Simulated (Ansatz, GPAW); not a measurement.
This is a calculation of C for Ansatz 0.2.0. 

The input input.yaml:

```yaml
crystal:
  lattice:
    - [0.0, 1.78337, 1.78337]
    - [1.78337, 0.0, 1.78337]
    - [1.78337, 1.78337, 0.0]
  atoms:
    - { symbol: C, position: [0.75, 0.75, 0.75] }
    - { symbol: C, position: [0.5, 0.5, 0.5] }
kpoints:
  mp_grid: { grid: [13, 13, 13] }
scf:
  occupations: { method: gaussian, width: 0.028 }
hamiltonian:
  xc: pbe
  pseudopotentials: { kind: all_electron, lapw: { basis_error: 0.001 } }
output:
  forces: true
  stress: true
  eigenvalues: true
```

Potentials or basis: all-electron LAPW, scalar-relativistic.

Launch:

```bash
$ ansatz run input.yaml --threads 1 --pin off --max-ram 3072MiB --backend cpu --events-out ev --progress --plain --runs-dir out
```

What does the same run look like in GPAW 26.7.0 (ASE script)? Potentials or basis there: GPAW PAW data sets (gpaw-data 1.2.1), cutoff 800 eV.

As run (cutoffs and basis follow the program's own potentials, and thresholds, step limits or extra output files can differ):

Contents of run.py:

```python
from ase.dft.bandgap import bandgap
from ase.io import read, write
from ase.units import Bohr, GPa
from gpaw import GPAW, PW
from gpaw.elf import elf_from_dft_calculation

atoms = read('POSCAR')

calc = GPAW(mode=PW(800),
            xc='PBE',
            kpts={'size': (13, 13, 13), 'gamma': True},
            occupations={'name': 'methfessel-paxton', 'order': 0, 'width': 0.028000000000000004},
            nbands=11,
            convergence={'density': 1e-05, 'energy': 1e-05},
            maxiter=150,
            txt='gpaw.txt')
atoms.calc = calc
energy = atoms.get_potential_energy()
forces = atoms.get_forces()
stress = atoms.get_stress()
calc.write('gs.gpw')
write('result.traj', atoms)
print(f'Energy: {energy:.6f} eV')
print('Forces (eV/A):')
print(forces.round(4))
print('Stress (GPa):', (stress / GPa).round(3))
print('Fermi level:', round(calc.get_fermi_level(), 4), 'eV')
print(f'Gap: {bandgap(calc)[0]:.4f} eV, direct: {bandgap(calc, direct=True)[0]:.4f} eV')

# fields on the real-space grid
write('density.cube', atoms, data=calc.get_pseudo_density() * Bohr**3)
write('potential.cube', atoms, data=calc.get_electrostatic_potential())
write('elf.cube', atoms, data=elf_from_dft_calculation(calc).data)
```

Contents of POSCAR:

```
C
1.0
    0.0000000000      1.7833700000      1.7833700000
    1.7833700000      0.0000000000      1.7833700000
    1.7833700000      1.7833700000      0.0000000000
C
2
Direct
    0.7500000000      0.7500000000      0.7500000000
    0.5000000000      0.5000000000      0.5000000000
```

Potentials or basis: GPAW PAW data sets (gpaw-data 1.2.1), pw.

The run is started by

```console
$ OMP_NUM_THREADS=1 python run.py
```

Both were run:

|  | Ansatz | GPAW |
| --- | --- | --- |
| Pressure | 1.8 GPa | 1.4 GPa |

Where Ansatz's input types no cutoff or centring, it takes its own default and a Γ-centred mesh.

Pressure is positive in compression.
